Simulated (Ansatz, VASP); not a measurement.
# GaCo: VASP beside Ansatz

```
Ga Co
1.0
     2.88176    0.00000    0.00000
     0.00000    2.88176    0.00000
     0.00000    0.00000    2.88176
Ga Co
1 1
Direct
  0.50000 0.50000 0.50000
  0.00000 0.00000 0.00000
```

Alike in both runs: task relaxation of cell and atoms; functional PBEsol; k mesh 14 × 14 × 14; occupations gaussian, width 0.1 eV; collinear spin.

|  | VASP | Ansatz |
| --- | --- | --- |
| version | VASP 6.6.1 | Ansatz 0.2.0 |
| potentials or method | VASP PAW PBE potentials, release 64 (Ga_d, Co) | scalar-relativistic, plane waves, PAW |
| plane-wave cutoff (eV) | 600 | 420 |
| valence electrons in the cell | 22 | 30 |

|  | VASP | Ansatz | Ansatz less VASP |
| --- | --- | --- | --- |
| gap on the k mesh at the Fermi level, each at its own relaxed structure (eV) | none | none | - |
| net moment per atom (μB) | 0.00 | 0.00 | 0.000 |
| relaxed volume (Å³/atom) | 11.46 | 11.45 | -0.011 |
| relaxed cell length with the largest relative difference (Å) | 2.841 | 2.840 | -0.0009 |
| energy change over the relaxation (meV/atom) | -13 | -13 | -0.3 |

A gap of «none» marks a metal or a gap that the smearing closes. The two sets of potentials don't hold the same shells in valence. Ansatz warned: «seeded_moment_not_kept».

Caveats: the PAW data sets were made with another functional, which shifts forces and pressure a little (VASP).
